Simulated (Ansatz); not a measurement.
# As (R-3m) in Ansatz: notebook

One crystal, As, is run at these levels: PBE; tasks: single point, equation of state.

Everything below comes from runs of Ansatz 0.2.0. Logs are shortened: lines on timing, memory, paths and dates and some standing lists are left out, and cuts for length are marked.

### 1 The crystal as given

It takes space group R-3m (No. 166, trigonal). The conventional cell has a = 3.762 Å, b = 3.762 Å, c = 10.542 Å, α = 90.00°, β = 90.00°, γ = 120.00°. Around As (site symmetry 3m) lie 3 As at 2.51 Å.

### 2 Single point, PBE, 20.24 Å³/atom (volume scaled by 0.94)

The input, input.yaml:

```yaml
crystal:
  lattice:
    - [1.8424025153, 1.0637115881, 3.442326315]
    - [-1.8424025153, 1.0637115881, 3.442326315]
    - [0.0, -2.1274231763, 3.442326315]
  atoms:
    - { symbol: As, position: [0.226, 0.226, 0.226] }
    - { symbol: As, position: [0.774, 0.774, 0.774] }
hamiltonian:
  xc: pbe
  pseudopotentials: { kind: nc, source: spms }
kpoints:
  mp_grid: { grid: [9, 9, 9] }
scf:
  occupations: { method: fermi_dirac, width: 0.05 }
output:
  forces: true
  stress: true
  eigenvalues: true
  write_density: true
  write_potential: true
  elf: true
  volumetric_format: npy
```

Potentials or basis: SPMS NC.

The run is started by

```
> ansatz run input.yaml --threads 2 --pin off --max-ram 5632MiB --backend cpu --events-out ev --progress --plain --runs-dir out
```

Log:

```text
Warning: RAYON_NUM_THREADS=2 ignored (pool sized by the plan → 2); use --threads N
Engine: ansatz 0.2.0, x86_64-unknown-linux-gnu
Pseudopotentials: kind: nc
Pseudopotential: As, nc, valence charge 15, recommended cutoff 816.3415873796399 eV (normal), As.nc.azcp
Functional definition: PBE
  parameter kappa = 0.804
  parameter beta = 0.06672455060314922
  exchange = pbe_x(kappa = kappa, mu = beta*pi^2/3)
  correlation = pbe_c(beta = beta)
Crystal: 2 atoms, lattice volume = 40.477 Å³
Basis set: ecut = 816.3415873796399 eV, 2165 PW (Γ), exchange–correlation on 80×80×80 points (8 copies of the dense FFT grid, shifted against one another)
Bands: 19, of which v1, the nominal top of the filled ones, is band 15 counted from 1 (14 counted from 0)
Symmetry: 12 space group operations
Space group: R-3m (ITA 166), of the structure as read, at distance tolerance 3.4e-5 Å
k-points: 85 of 729
Non-local potential: As, projectors of the file, l = 0: 2, l = 1: 2, l = 2: 2
Initial density: superposition of atomic densities (chi_scale 0.1, normalization cell)
Initial wavefunctions: pseudopotential atomic-orbital guess
Functional: x = pbe(κ = 0.804, μ = 0.2195149727645171), c = pbe(β = 0.06672455060314922)
SCF iter   1: F=—  HF=-5385.468060 eV  |F-HF|=—  |Δ(HF+E_count)|=         —  Δρ=2.63e-2  dr2=1.83e-1  ethr=3.10e-3  ⟨swp⟩=5.9  Hψ=7913  notcnv=0
preconditioner: auto → Kerker (q_TF=auto, 2.595 Å⁻¹)  [metal: Δε(μ)=0.029 eV  Ē_g=10.643 eV  σ=0.050 eV  W_gap=0.15  n_scr=14 (ndim 8)  ℏωp=18.5 eV  f_vac=0.000  D(μ)=0.19/eV (n_scr^D=0)]
SCF iter   2: F=—  HF=-5385.455266 eV  |F-HF|=—  |Δ(HF+E_count)|=   1.28e-2  Δρ=1.62e-2  dr2=7.61e-2  ethr=6.09e-4  ⟨swp⟩=1.2  Hψ=2309  notcnv=0
SCF iter   3: F=—  HF=-5385.450439 eV  |F-HF|=—  |Δ(HF+E_count)|=   4.83e-3  Δρ=2.43e-3  dr2=3.31e-3  ethr=2.54e-4  ⟨swp⟩=2.0  Hψ=1948  notcnv=0
SCF iter   4: F=—  HF=-5385.451353 eV  |F-HF|=—  |Δ(HF+E_count)|=   9.14e-4  Δρ=9.32e-4  dr2=3.73e-4  ethr=1.10e-5  ⟨swp⟩=2.0  Hψ=2041  notcnv=0
SCF iter   5: F=—  HF=-5385.451603 eV  |F-HF|=—  |Δ(HF+E_count)|=   2.49e-4  Δρ=1.59e-4  dr2=6.70e-6  ethr=1.24e-6  ⟨swp⟩=2.0  Hψ=2041  notcnv=0
SCF iter   6: F=—  HF=-5385.451611 eV  |F-HF|=—  |Δ(HF+E_count)|=   8.97e-6  Δρ=3.50e-5  dr2=3.60e-7  ethr=2.23e-8  ⟨swp⟩=2.2  Hψ=2589  notcnv=0
SCF iter   7: F=-5385.451612 eV  HF=-5385.451612 eV  |F-HF|=1.35e-8  |Δ(HF+E_count)|=   4.51e-7  Δρ=7.01e-6  dr2=2.17e-8  ethr=3.33e-10  ⟨swp⟩=10.9  Hψ=11035  notcnv=0
SCF 1 converged in 7 iterations: F = -5385.451612 eV  dr2 = 2.17e-8
SCF converged after 7 iterations
Free energy (F): -5385.451612 eV
Harris-Foulkes:  -5385.451612 eV  (|F-HF|=1.35e-8)
Internal energy: -5385.450206 eV  (E = F + TS)
E sigma→0 (E₀):  -5385.450909 eV
Entropy (-TS):   -0.001406 eV (-0.703 meV/atom)
Fermi energy:    12.952458 eV
--- Per-component energies (eV) ---
  E_band       = -410.460297
  E_kinetic    = 3374.448872
  E_local      = -3397.418981  (includes V_loc(G=0)·N_el)
  E_nonlocal   = -2252.960441
  E_hartree    = 1335.607807
  E_xc         = -1120.858770
  E_vxc        = -805.745549  (∫ρ·V_xc dr)
  E_ewald      = -3324.268693
  E_smearing   = -0.001406  (= −TS)
  E_closure    = 0.000000  (closes the sum)
  Σ components = -5385.451612   (vs F -5385.451612, Δ=0.00e0)
--- Forces (eV/Å), atoms counted from 1 ---
  atom   1  As     0.00000000    -0.00000000     0.90236254
  atom   2  As     0.00000000     0.00000000    -0.90236254
  max |Σ_I F_I| component: 9.25e-18 eV/Å
--- Stress (GPa, compression-positive) ---
       10.774893       0.000000       0.000000
        0.000000      10.774893       0.000000
       -0.000000       0.000000       7.776116
  P = ⅓ Tr σ = 9.7753 GPa (97.753 kbar)
--- Band table (eV; the first three rows and the last of 85) ---
  k-point 0: bands = ["-23.6698", "-23.6698", "-23.6189", "-23.6189", "-23.5647", "-23.5283", "-23.5283", "-23.5029", "-23.4689", "-23.4689", "-2.8086", "7.3545", "10.1435", "10.6765", "10.6765", "14.4845", "15.8541", "15.8541", "19.7504"]
  k-point 1: bands = ["-23.6684", "-23.6655", "-23.6171", "-23.6153", "-23.5642", "-23.5305", "-23.5282", "-23.5064", "-23.4721", "-23.4710", "-2.6327", "6.6677", "10.1546", "10.5383", "10.6912", "14.8102", "15.5746", "15.7344", "18.7458"]
  k-point 2: bands = ["-23.6649", "-23.6537", "-23.6118", "-23.6054", "-23.5629", "-23.5366", "-23.5275", "-23.5172", "-23.4800", "-23.4766", "-2.1096", "5.1212", "9.8965", "10.2362", "11.1805", "14.3244", "15.0867", "15.2355", "18.7658"]
  k-point 84: bands = ["-23.6568", "-23.6538", "-23.6118", "-23.6101", "-23.5597", "-23.5322", "-23.5297", "-23.5099", "-23.4869", "-23.4855", "-1.2917", "2.6656", "9.2244", "10.4967", "12.4696", "14.0893", "14.1545", "16.1810", "20.5881"]
```

Run time: 2.4 s. Hardware: 2 threads of Intel Xeon 6975P-C (Granite Rapids), shared host; peak memory 0.44 GiB.

Results:

```yaml
Free_energy: -5385.4516 eV
Pressure: 9.8 GPa
Largest_force: 0.902 eV/Å
Band_gap_on_the_k_mesh: none (metal or under the smearing width)
```

### 3 Single point, PBE, 20.67 Å³/atom (volume scaled by 0.96)

Edit input.yaml of step 2 so:

```diff
@@ -2,5 +2,5 @@
   lattice:
-    - [1.8424025153, 1.0637115881, 3.442326315]
-    - [-1.8424025153, 1.0637115881, 3.442326315]
-    - [0.0, -2.1274231763, 3.442326315]
+    - [1.8553776084, 1.0712027616, 3.4665688483]
+    - [-1.8553776084, 1.0712027616, 3.4665688483]
+    - [0.0, -2.1424055233, 3.4665688483]
   atoms:
```

Potentials or basis: SPMS NC.

The run is started by

```
> ansatz run input.yaml --threads 2 --pin off --max-ram 5632MiB --backend cpu --events-out ev --progress --plain --runs-dir out
```

Wall time 2.4 s (2 threads of Intel Xeon 6975P-C (Granite Rapids), shared host); peak memory 0.45 GiB.

The run converged. Its results:

| Quantity | Value |
| --- | --- |
| Free energy | -5385.4983 eV |
| Pressure | 7.6 GPa |
| Largest force | 0.739 eV/Å |
| Band gap on the k mesh | none (metal or under the smearing width) |

### 4 Single point, PBE, 21.10 Å³/atom (volume scaled by 0.98)

The input, input.yaml:

```yaml
crystal:
  lattice:
    - [1.8681737204, 1.0785906003, 3.4904769752]
    - [-1.8681737204, 1.0785906003, 3.4904769752]
    - [0.0, -2.1571812007, 3.4904769752]
  atoms:
    - { symbol: As, position: [0.226, 0.226, 0.226] }
    - { symbol: As, position: [0.774, 0.774, 0.774] }
hamiltonian:
  xc: pbe
  pseudopotentials: { kind: nc, source: spms }
kpoints:
  mp_grid: { grid: [9, 9, 9] }
scf:
  occupations: { method: fermi_dirac, width: 0.05 }
output:
  forces: true
  stress: true
  eigenvalues: true
```

The run is started by

```
> ansatz run input.yaml --threads 2 --pin off --max-ram 5632MiB --backend cpu --events-out ev --progress --plain --runs-dir out
```

It took 1.9 s on 2 threads of Intel Xeon 6975P-C (Granite Rapids), shared host; peak memory 0.43 GiB.

The run converged. Its results:

- Free energy: -5385.5339 eV
- Pressure: 5.7 GPa
- Largest force: 0.586 eV/Å
- Band gap on the k mesh: none (metal or under the smearing width)

### 5 Single point, PBE, 21.53 Å³/atom

Edit input.yaml of step 4 so:

```diff
@@ -2,5 +2,5 @@
   lattice:
-    - [1.8681737204, 1.0785906003, 3.4904769752]
-    - [-1.8681737204, 1.0785906003, 3.4904769752]
-    - [0.0, -2.1571812007, 3.4904769752]
+    - [1.8807968987, 1.0858785957, 3.5140619945]
+    - [-1.8807968987, 1.0858785957, 3.5140619945]
+    - [0.0, -2.1717571915, 3.5140619945]
   atoms:
```

The run is started by

```
> ansatz run input.yaml --threads 2 --pin off --max-ram 5632MiB --backend cpu --events-out ev --progress --plain --runs-dir out
```

Wall time 2 s (2 threads of Intel Xeon 6975P-C (Granite Rapids), shared host); peak memory 0.44 GiB.

It converged, with:

| Item | Value |
| --- | --- |
| Free energy | -5385.5596 eV |
| Pressure | 3.9 GPa |
| Largest force | 0.442 eV/Å |
| Band gap on the k mesh | none (metal or under the smearing width) |

### 6 Single point, PBE, 21.96 Å³/atom (volume scaled by 1.02)

Edit input.yaml of step 5 so:

```diff
@@ -2,5 +2,5 @@
   lattice:
-    - [1.8807968987, 1.0858785957, 3.5140619945]
-    - [-1.8807968987, 1.0858785957, 3.5140619945]
-    - [0.0, -2.1717571915, 3.5140619945]
+    - [1.8932528703, 1.0930700543, 3.5373346065]
+    - [-1.8932528703, 1.0930700543, 3.5373346065]
+    - [0.0, -2.1861401086, 3.5373346065]
   atoms:
```

Potentials or basis: SPMS NC.

The run is started by

```
> ansatz run input.yaml --threads 2 --pin off --max-ram 5632MiB --backend cpu --events-out ev --progress --plain --runs-dir out
```

It took 1.8 s on 2 threads of Intel Xeon 6975P-C (Granite Rapids), shared host; peak memory 0.45 GiB.

Results (log left out):

| Property | Result |
| --- | --- |
| Free energy | -5385.5762 eV |
| Pressure | 2.3 GPa |
| Largest force | 0.308 eV/Å |
| Band gap on the k mesh | none (metal or under the smearing width) |

### 7 Single point, PBE, 22.39 Å³/atom (volume scaled by 1.04)

Edit input.yaml of step 6 so:

```diff
@@ -2,5 +2,5 @@
   lattice:
-    - [1.8932528703, 1.0930700543, 3.5373346065]
-    - [-1.8932528703, 1.0930700543, 3.5373346065]
-    - [0.0, -2.1861401086, 3.5373346065]
+    - [1.9055470646, 1.1001681106, 3.5603049553]
+    - [-1.9055470646, 1.1001681106, 3.5603049553]
+    - [0.0, -2.2003362214, 3.5603049553]
   atoms:
```

The run is started by

```
> ansatz run input.yaml --threads 2 --pin off --max-ram 5632MiB --backend cpu --events-out ev --progress --plain --runs-dir out
```

It took 2.2 s on 2 threads of Intel Xeon 6975P-C (Granite Rapids), shared host; peak memory 0.44 GiB.

It converged, with:

```
Free energy            : -5385.5845 eV
Pressure               : 0.8 GPa
Largest force          : 0.181 eV/Å
Band gap on the k mesh : none (metal or under the smearing width)
```

### 8 Single point, PBE, 22.82 Å³/atom (volume scaled by 1.06)

Edit input.yaml of step 7 so:

```diff
@@ -2,5 +2,5 @@
   lattice:
-    - [1.9055470646, 1.1001681106, 3.5603049553]
-    - [-1.9055470646, 1.1001681106, 3.5603049553]
-    - [0.0, -2.2003362214, 3.5603049553]
+    - [1.9176846343, 1.1071757398, 3.5829826684]
+    - [-1.9176846343, 1.1071757398, 3.5829826684]
+    - [0.0, -2.2143514796, 3.5829826684]
   atoms:
```

The run is started by

```
> ansatz run input.yaml --threads 2 --pin off --max-ram 5632MiB --backend cpu --events-out ev --progress --plain --runs-dir out
```

Wall time 1.9 s (2 threads of Intel Xeon 6975P-C (Granite Rapids), shared host); peak memory 0.45 GiB.

It converged, with:

```
Free energy            : -5385.5855 eV
Pressure               : -0.5 GPa
Largest force          : 0.062 eV/Å
Band gap on the k mesh : none (metal or under the smearing width)
```

### 9 Equation of state, PBE

Potentials or basis: SPMS NC.

No new run: the results of the series are fitted here.

What came out:

```yaml
Equilibrium_volume: 22.66 Å³/atom
Bulk_modulus_at_fixed_shape_and_positions: 68 GPa
Pressure_derivative_of_the_bulk_modulus: 4.1
```

Energy against volume, from the lowest point:
```
volume (Å³/atom)  energy (meV/atom)
          20.239              66.94
          20.669              43.60
          21.100              25.79
          21.530              12.97
          21.961               4.67
          22.392               0.48
          22.822               0.00
```

Caveat: the cell was scaled at fixed shape and fractional positions, which overstates the stiffness of a crystal with free parameters, most of all of layers and chains.
